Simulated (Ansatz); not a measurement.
**Te: straining the crystal, a stretch of c alone**

An exercise on one series of results from a longer session: the logs are not shown, and one member is left open.

Method: DFT PBE, scalar-relativistic, plane waves, PAW, in Ansatz 0.2.0.

3 further runs of the same task are left out: 3 set aside as unsound or not needed.

## The starting structure

It takes space group P3_121 (No. 152, trigonal). Conventional cell: a = 4.523 Å, b = 4.523 Å, c = 5.955 Å, α = 90.00°, β = 90.00°, γ = 120.00°. Te (site symmetry 2) is surrounded by 2 Te at 2.89 Å.

Structure file:

```cif
data_structure
_symmetry_space_group_name_H-M 'P 1'
_symmetry_Int_Tables_number 1
_cell_length_a 4.5226
_cell_length_b 4.5226
_cell_length_c 5.9555
_cell_angle_alpha 90.000
_cell_angle_beta 90.000
_cell_angle_gamma 120.000
_cell_volume 105.49
loop_
_atom_site_label
_atom_site_type_symbol
_atom_site_fract_x
_atom_site_fract_y
_atom_site_fract_z
_atom_site_occupancy
Te1 Te 0.73219 0.00000 0.33333 1
Te2 Te 0.00000 0.73219 0.66667 1
Te3 Te 0.26781 0.26781 0.00000 1
```

This cell was relaxed beforehand with the same method: volume 35.16 Å³/atom, gap on the mesh 0.24 eV.

The first run:

input.yaml reads:

```yaml
crystal:
  lattice:
    - [4.522607892, 0.0, 0.0]
    - [-2.261303946, 3.9166933258, 0.0]
    - [0.0, 0.0, 5.9554693894]
  atoms:
    - { symbol: Te, position: [0.7321941315, 0.0, 0.3333333333] }
    - { symbol: Te, position: [0.0, 0.7321941315, 0.6666666667] }
    - { symbol: Te, position: [0.2678058685, 0.2678058685, 0.0] }
basis:
  ecutwfc: 420
kpoints:
  mp_grid: { grid: [12, 12, 6] }
hamiltonian:
  xc: pbe
scf:
  occupations: { method: gaussian, width: 0.01 }
output:
  forces: true
  stress: true
  eigenvalues: true
```

Launch:

```console
> ansatz run input.yaml --threads 1 --pin off --max-ram 2560MiB --backend cpu --events-out ev --progress --plain --runs-dir out
```

Among the steps run: Reference cell for the strains; The gap over the whole zone; The cell strained by -1.5 %; Band edges over the zone at -1.5 %; At +1.5 %; Band edges over the zone at +1.5 %; The cell strained by -3.0 %; Seeking the band edges at -3.0 %; The cell strained by +3.0 %; Seeking the band edges at +3.0 %; The cell strained by -4.5 %; The gap over the whole zone at -4.5 %; At +4.5 %; Seeking the band edges at +4.5 %.

One table of the session follows, with a row left open; its other results are not shown here.

Lengths are those of the vectors of the cell that was run; stresses in GPa:

```
strain (%)  ΔE (meV/atom)  c (Å)
      -4.5           14.1  5.687
      -3.0              ?      ?
      -1.5            1.5  5.866
      +0.0            0.0  5.955
      +1.5            1.6  6.045
      +3.0            6.2  6.134
      +4.5           13.6  6.223
```

Q: Estimate the row for strain (%) = -3.0 from the others.

Worked estimate for «ΔE (meV/atom)». A straight line through the neighbours (-4.5, 14.1) and (-1.5, 1.5) gives 14.1 + (1.5 − 14.1) × (-3.0 + 4.5) / (-1.5 + 4.5) = 7.8; a parabola fitted to 3 rows on both sides gives 6.2.

The run gave: ΔE (meV/atom): 6.1; c (Å): 5.777. In «ΔE (meV/atom)» the line misses by +1.7 and the parabola by +0.1.

ΔE is over the unstrained cell. Stress in GPa, positive in compression, on the Cartesian axes of the input.

Limits of these values: Warnings in the runs' records: stress scf threshold loose, band edges overlap.
